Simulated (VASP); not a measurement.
# ScAl3: vacancies and antisites compared, part 5 of 7

Wanted: a map of the native defects of ScAl3, all in one supercell and at one level. The start is a computed cell from the Materials Project.

VASP 6.6.1, plane waves and PAW; the level of theory is named at each step.

So far, formation energy of the neutral defect (eV): step 7 (energies of this defect, 31 atoms, defect vacancy, element …) 2.18.

## 8. Relaxing the defect, 31 atoms, defect Al vacancy

This step: PBE; plane waves and PAW (Sc_sv, Al) (VASP 6.6.1).

System of this step: Sc8Al23. The cell holds 31 atoms: 8 Sc and 23 Al. Its edges and angles: a = 8.207 Å, b = 8.207 Å, c = 8.207 Å, α = 90.0°, β = 90.0°, γ = 90.0°. It derives from ScAl3. Nearest the centre at fractional (0.250, 0.250, 0.000): Sc1 at 2.90 Å, Sc3 at 2.90 Å, Sc7 at 2.90 Å, Sc5 at 2.90 Å, Al16 at 2.90 Å, Al24 at 2.90 Å, Al20 at 2.90 Å, Al17 at 2.90 Å.

INCAR reads:

```
SYSTEM = Sc8Al23
PREC = Normal
ENCUT = 300
EDIFF = 1E-05
NELM = 120
ISMEAR = 1
SIGMA = 0.2
LREAL = Auto
ALGO = Fast
GGA = PE
NBANDS = 104
LASPH = .TRUE.
LORBIT = 11
LWAVE = .FALSE.
LCHARG = .TRUE.
KPAR = 4
NCORE = 2
IBRION = 2
NSW = 50
ISIF = 2
EDIFFG = -0.03
POTIM = 0.4
MAXMIX = 40
ISYM = 2
```

POSCAR reads:

```
Sc8Al23
1.0
    8.2070806470      0.0000000000      0.0000000000
    0.0000000000      8.2070806470      0.0000000000
    0.0000000000      0.0000000000      8.2070806470
Sc Al
8 23
Direct
    0.0000000000      0.0000000000      0.0000000000
    0.0000000000      0.0000000000      0.5000000000
    0.0000000000      0.5000000000      0.0000000000
    0.0000000000      0.5000000000      0.5000000000
    0.5000000000      0.0000000000      0.0000000000
    0.5000000000      0.0000000000      0.5000000000
    0.5000000000      0.5000000000      0.0000000000
    0.5000000000      0.5000000000      0.5000000000
    0.2500000000      0.2500000000      0.5000000000
    0.2500000000      0.7500000000      0.0000000000
    0.2500000000      0.7500000000      0.5000000000
    0.7500000000      0.2500000000      0.0000000000
    0.7500000000      0.2500000000      0.5000000000
    0.7500000000      0.7500000000      0.0000000000
    0.7500000000      0.7500000000      0.5000000000
    0.0000000000      0.2500000000      0.2500000000
    0.0000000000      0.2500000000      0.7500000000
    0.0000000000      0.7500000000      0.2500000000
    0.0000000000      0.7500000000      0.7500000000
    0.5000000000      0.2500000000      0.2500000000
    0.5000000000      0.2500000000      0.7500000000
    0.5000000000      0.7500000000      0.2500000000
    0.5000000000      0.7500000000      0.7500000000
    0.2500000000      0.0000000000      0.2500000000
    0.2500000000      0.0000000000      0.7500000000
    0.2500000000      0.5000000000      0.2500000000
    0.2500000000      0.5000000000      0.7500000000
    0.7500000000      0.0000000000      0.2500000000
    0.7500000000      0.0000000000      0.7500000000
    0.7500000000      0.5000000000      0.2500000000
    0.7500000000      0.5000000000      0.7500000000
```

KPOINTS reads:

```
Automatic mesh
0
Monkhorst-Pack
3 3 3
0 0 0
```

Potentials, in the order of the species: Sc_sv and Al (PBE family, release 64).

Command:

```console
mpirun -np 8 vasp_std
```

The program printed:

```text
[... set-up lines as in an earlier step ...]
 entering main loop
       N       E                     dE             d eps       ncg     rms          rms(c)
DAV:   1     0.135740103638E+04    0.13574E+04   -0.48115E+04  1496   0.891E+02
DAV:   2    -0.250262731713E+02   -0.13824E+04   -0.13489E+04  1616   0.466E+02
DAV:   3    -0.149459490661E+03   -0.12443E+03   -0.11650E+03  2096   0.146E+02
DAV:   4    -0.157593622412E+03   -0.81341E+01   -0.78521E+01  2048   0.350E+01
DAV:   5    -0.157808238807E+03   -0.21462E+00   -0.21198E+00  2032   0.709E+00    0.236E+01
RMM:   6    -0.148793502869E+03    0.90147E+01   -0.29668E+01  1414   0.238E+01    0.715E+00
RMM:   7    -0.149871049666E+03   -0.10775E+01   -0.21628E+01  1527   0.105E+01    0.420E+00
RMM:   8    -0.149379557805E+03    0.49149E+00   -0.10092E+00  1350   0.529E+00    0.416E+00
RMM:   9    -0.149231914432E+03    0.14764E+00   -0.16467E+00  1443   0.331E+00    0.712E-01
RMM:  10    -0.149254194693E+03   -0.22280E-01   -0.32330E-01  1572   0.169E+00    0.958E-01
RMM:  11    -0.149249830530E+03    0.43642E-02   -0.28589E-02  1544   0.553E-01    0.579E-01
RMM:  12    -0.149249792692E+03    0.37838E-04   -0.14398E-01  1495   0.127E+00    0.386E-01
RMM:  13    -0.149242765363E+03    0.70273E-02   -0.12046E-02  1279   0.733E-01    0.216E-01
RMM:  14    -0.149242861823E+03   -0.96460E-04   -0.16485E-02  1376   0.315E-01    0.541E-02
RMM:  15    -0.149243002239E+03   -0.14042E-03   -0.17515E-03  1544   0.160E-01    0.272E-02
RMM:  16    -0.149243058548E+03   -0.56309E-04   -0.62097E-04  1365   0.539E-02    0.177E-02
RMM:  17    -0.149243046386E+03    0.12162E-04   -0.12144E-04  1203   0.632E-02    0.955E-03
RMM:  18    -0.149243052082E+03   -0.56955E-05   -0.61345E-05  1027   0.237E-02
   1 F= -.14924305E+03 E0= -.14925651E+03  d E =-.149243E+03
 curvature:   0.00 expect dE= 0.000E+00 dE for cont linesearch  0.000E+00
 trial: gam= 0.00000 g(F)=  0.148E-01 g(S)=  0.000E+00 ort = 0.000E+00 (trialstep = 0.100E+01)
 search vector abs. value=  0.148E-01
 bond charge predicted
       N       E                     dE             d eps       ncg     rms          rms(c)
DAV:   1    -0.149255043448E+03   -0.11997E-01   -0.29636E-01  1672   0.401E+00    0.105E-01
RMM:   2    -0.149256548961E+03   -0.15055E-02   -0.18380E-02  1648   0.611E-01    0.147E-01
RMM:   3    -0.149256718995E+03   -0.17003E-03   -0.23136E-03  1637   0.166E-01    0.135E-01
RMM:   4    -0.149256758593E+03   -0.39598E-04   -0.56236E-04  1448   0.105E-01    0.716E-02
RMM:   5    -0.149256644420E+03    0.11417E-03   -0.84093E-04  1386   0.139E-01    0.355E-02
RMM:   6    -0.149256728836E+03   -0.84416E-04   -0.70374E-04  1284   0.542E-02    0.469E-02
RMM:   7    -0.149256664755E+03    0.64081E-04   -0.97381E-05  1109   0.469E-02    0.176E-02
RMM:   8    -0.149256677386E+03   -0.12631E-04   -0.42735E-04  1436   0.624E-02    0.192E-02
RMM:   9    -0.149256660330E+03    0.17056E-04   -0.36720E-05   968   0.374E-02    0.709E-03
RMM:  10    -0.149256661514E+03   -0.11841E-05   -0.36907E-05   949   0.168E-02
   2 F= -.14925666E+03 E0= -.14927005E+03  d E =-.136094E-01
[...]
3 F= -.14928006E+03 E0= -.14929294E+03  d E =-.370050E-01
[...]
4 F= -.14928168E+03 E0= -.14929427E+03  d E =-.386255E-01
[...]
5 F= -.14928171E+03 E0= -.14929436E+03  d E =-.386614E-01
[...]
6 F= -.14928434E+03 E0= -.14929692E+03  d E =-.262864E-02
[...]
7 F= -.14928578E+03 E0= -.14929826E+03  d E =-.406241E-02
 curvature:  -2.90 expect dE=-0.142E-02 dE for cont linesearch -0.851E-04
 ZBRENT: interpolating
 opt :   4.6491  next Energy=  -149.285846 (dE=-0.413E-02)
 bond charge predicted
       N       E                     dE             d eps       ncg     rms          rms(c)
DAV:   1    -0.149285711928E+03    0.59020E-04   -0.23966E-02  1632   0.117E+00    0.350E-02
RMM:   2    -0.149285817747E+03   -0.10582E-03   -0.12201E-03  1595   0.147E-01    0.237E-02
RMM:   3    -0.149285824347E+03   -0.65996E-05   -0.11121E-04  1212   0.478E-02    0.169E-02
RMM:   4    -0.149285825924E+03   -0.15766E-05   -0.15594E-05   792   0.310E-02
   8 F= -.14928583E+03 E0= -.14929833E+03  d E =-.411247E-02
 curvature:  -2.41 expect dE=-0.926E-03 dE for cont linesearch -0.791E-06
 trial: gam= 0.17919 g(F)=  0.385E-03 g(S)=  0.000E+00 ort = 0.252E-04 (trialstep = 0.236E+01)
 search vector abs. value=  0.456E-03
 reached required accuracy - stopping structural energy minimisation
```

Wall time 2.2 min (8 MPI ranks of Intel Xeon Platinum 8488C (Sapphire Rapids), shared host); peak memory 2.1 GiB; 17 min of CPU time.

From OUTCAR (step 8):

```text
   k-points           NKPTS =      6   k-points in BZ     NKDIM =      6   number of bands    NBANDS=    104

   NELECT =     157.0000    total number of electrons

 E-fermi :   6.7297

 k-point     1 :       0.0000    0.0000    0.0000
  band No.  band energies     occupation
    ...
     74       6.3229      2.01430
     75       6.3656      2.02730
     76       6.3656      2.02730
     77       6.6448      1.65193
     78       6.6448      1.65193
     79       7.6811     -0.00000
     80       7.6981     -0.00000
     81       7.8142     -0.00000
     82       7.8730     -0.00000
     83       7.8819     -0.00000
    ...

  Total       -1.6866192     -1.6866192     -0.6497131     -0.0000000      0.0000000      0.0000000
  in kB       -4.8883412     -4.8883412     -1.8830685     -0.0000000      0.0000000      0.0000000
  external PRESSURE =      -3.8865836 kB  Pullay stress =       0.0000000 kB

 POSITION                                       TOTAL-FORCE (eV/Angst)
 -----------------------------------------------------------------------------------
      8.19658      8.19658      0.00000        -0.015190     -0.015190     -0.000000
      0.01018      0.01018      4.10354         0.020769      0.020769     -0.000000
      8.19658      4.11404      0.00000        -0.015190      0.015190     -0.000000
      0.01018      4.09337      4.10354         0.020769     -0.020769     -0.000000
      4.11404      8.19658      0.00000         0.015190     -0.015190     -0.000000
      4.09337      0.01018      4.10354        -0.020769      0.020769     -0.000000
      4.11404      4.11404      0.00000         0.015190      0.015190     -0.000000
      4.09337      4.09337      4.10354        -0.020769     -0.020769     -0.000000
      2.05177      2.05177      4.10354         0.000000     -0.000000     -0.000000
      2.05177      6.15531      0.00000         0.000000     -0.000000     -0.000000
      2.05177      6.15531      4.10354         0.000000     -0.000000     -0.000000
      6.15531      2.05177      0.00000         0.000000     -0.000000     -0.000000
      6.15531      2.05177      4.10354         0.000000     -0.000000     -0.000000
      6.15531      6.15531      0.00000         0.000000     -0.000000     -0.000000
      6.15531      6.15531      4.10354         0.000000     -0.000000     -0.000000
      0.03430      2.05177      2.02106        -0.003496     -0.000000      0.018321
      0.03430      2.05177      6.18603        -0.003496     -0.000000     -0.018321
      0.00212      6.15531      2.05444         0.012209     -0.000000      0.009342
      0.00212      6.15531      6.15264         0.012209     -0.000000     -0.009342
      4.06924      2.05177      2.02106         0.003496     -0.000000      0.018321
      4.06924      2.05177      6.18603         0.003496     -0.000000     -0.018321
      4.10142      6.15531      2.05444        -0.012209     -0.000000      0.009342
      4.10142      6.15531      6.15264        -0.012209     -0.000000     -0.009342
      2.05177      0.03430      2.02106         0.000000     -0.003496      0.018321
[...]
-----------------------------------------------------------------------------------
    total drift:                                0.000000      0.000000      0.000000

  FREE ENERGIE OF THE ION-ELECTRON SYSTEM (eV)
  ---------------------------------------------------
  free  energy   TOTEN  =      -149.2858259236 eV

  energy  without entropy=     -149.3233478154  energy(sigma->0) =     -149.29833322

[... 5 parts as in an earlier step ...]

[... 12 further parts left out ...]
```

The run keeps the 16 symmetry operations of its start, so it cannot find a distortion of lower symmetry.

Step by step:

```
step  energy less that of the first step (eV)  largest force (eV/Å)
   1                                   0.0000                0.2080
   2                                  -0.0136                0.1771
   3                                  -0.0370                0.0647
   4                                  -0.0386                0.0525
   5                                  -0.0387                0.0493
   6                                  -0.0413                0.0450
   7                                  -0.0427                0.0355
   8                                  -0.0428                0.0294
```

The atoms that moved most (Å):

```
atom      dx      dy      dz  length
Al16   0.034   0.000  -0.031   0.046
Al25   0.000   0.034   0.031   0.046
Al24   0.000   0.034  -0.031   0.046
Al17   0.034   0.000   0.031   0.046
Al21  -0.034   0.000   0.031   0.046
Al20  -0.034   0.000  -0.031   0.046
Al27   0.000  -0.034   0.031   0.046
Al26   0.000  -0.034  -0.031   0.046
```

The relaxed structure:

```xyz
31
Lattice="8.2071 0.0000 0.0000 0.0000 8.2071 0.0000 0.0000 0.0000 8.2071" Properties=species:S:1:pos:R:3 pbc="T T T"
Sc   -0.0105   -0.0105    0.0000
Sc    0.0102    0.0102    4.1035
Sc   -0.0105    4.1140    0.0000
Sc    0.0102    4.0934    4.1035
Sc    4.1140   -0.0105    0.0000
Sc    4.0934    0.0102    4.1035
Sc    4.1140    4.1140    0.0000
Sc    4.0934    4.0934    4.1035
Al    2.0518    2.0518    4.1035
Al    2.0518    6.1553    0.0000
Al    2.0518    6.1553    4.1035
Al    6.1553    2.0518    0.0000
Al    6.1553    2.0518    4.1035
Al    6.1553    6.1553    0.0000
Al    6.1553    6.1553    4.1035
Al    0.0343    2.0518    2.0211
Al    0.0343    2.0518    6.1860
Al    0.0021    6.1553    2.0544
Al    0.0021    6.1553    6.1526
Al    4.0692    2.0518    2.0211
Al    4.0692    2.0518    6.1860
Al    4.1014    6.1553    2.0544
Al    4.1014    6.1553    6.1526
Al    2.0518    0.0343    2.0211
Al    2.0518    0.0343    6.1860
Al    2.0518    4.0692    2.0211
Al    2.0518    4.0692    6.1860
Al    6.1553    0.0021    2.0544
Al    6.1553    0.0021    6.1526
Al    6.1553    4.1014    2.0544
Al    6.1553    4.1014    6.1526
```

This step gave:

```
electronic cycles       : 64
electrons               : 157
free energy (TOTEN)     : -149.2858 eV
energy at zero smearing : -149.2983 eV
Fermi energy            : 6.730 eV
```

Valence density in the ab plane at fractional z = 0.000, through the centre, with atoms of Sc and Al within 0.45 Å of it. It is the smooth field of the valence electrons, not physical close to the nuclei.

Ten steps, logarithmic in the rise over the least value, from '_' (0.00 × 1e0 e/Å³) to '@' (9.01 × 1e0 e/Å³), each cell a mean:
```
@@%%++::........::++%%@@@@##--::......::--**@@
##**--::::::::::::--++####++::::::::::::::==**
----::::::::::::::::------::::::::::::::::::--
::::::::::::::::::::::::::::::::::::::::::::::
..::::::::....::::::::....::::::......::::::..
..::::::..____..::::::....::::::..__..::::::..
..::::::::....::::::::....::::::......::::::..
::::::::::::::::::::::::::::::::::::::::::::::
==--::::::::::::::::--==--::::::::::::::::::--
##**--::::::::::::--**####++::::::::::::::++##
@@%%++::........::++%%@@@@##--::......::--##@@
@@%%++::........::++%%@@@@##==::......::--##@@
%%##==............==##%%%%**--::::::::::--++%%
++==::............::==++++--::::::::::::::--++
::......__________....::::::::::::::::::::::::
......____________........::::::::..::::::::..
......____________........::::::..__..::::::..
......____________........::::::..__..::::::..
......____________........::::::::..::::::::..
::......________......::::::::::::::::::::::::
++==::............::==++++--::::::::::::::--++
%%##==............==##%%%%**--::::::::::--**%%
@@%%++::........::++%%@@@@##==::......::--##@@
```
Columns run along a (8.2 Å), rows up along b (8.2 Å). Atoms in or near the plane, at fractional coordinates: Sc at (0.00, 0.00), Sc at (0.00, 0.50), Sc at (0.50, 0.00), Sc at (0.50, 0.50), Al at (0.25, 0.75), Al at (0.75, 0.25), Al at (0.75, 0.75).

The run ended after 8 ionic steps, 0.043 eV below its first step, once the forces on the free atoms met EDIFFG = -0.03.

The 12 first neighbours (Al and Sc) lie 2.90 Å from the site in the perfect crystal and 2.88 Å on average after the relaxation (-0.9 %).

## 9. Energies of this defect, 31 atoms, defect vacancy, element Al

This step: point defect, PBE; plane waves and PAW (VASP 6.6.1).

Derived from the runs above.

This step gave:

| Quantity | Value |
| --- | --- |
| formation energy of the neutral defect | 1.143 eV |

Formation energy:

```
formation energy (eV)  largest move (Å)
                1.143           0.04604
```

E_f is E(defect cell) less E(perfect cell), corrected for the atoms exchanged with their references.

References, in eV an atom: Al -3.750 (crystal Fm-3m) and Sc -6.249 (crystal P6_3/mmc). They were run at the supercell's cutoff and functional, without U, and count both elements from their own phases.

The formation energy is 1.143 eV, and the largest move of an atom 0.05 Å.

(Part 5 of 7 ends here.)

[Lines on the potential files, build, host, timing and source positions are cut from VASP's logs without a mark.]

[Logs are printed without paths, hosts, clocks, repeated set-up lines and the standing remarks that a program may print on its own settings, such as how far it seeks lower states.]

[Hosts, paths, dates, database ids (printed as entryN), source tags and the programs' standing remarks are cut or masked in the printed files.]

[In band tables of VASP the shares of atoms and orbitals are scaled to a sum of 1 inside the atoms' spheres.]

[Runs that stopped without an error message from VASP are left out.]
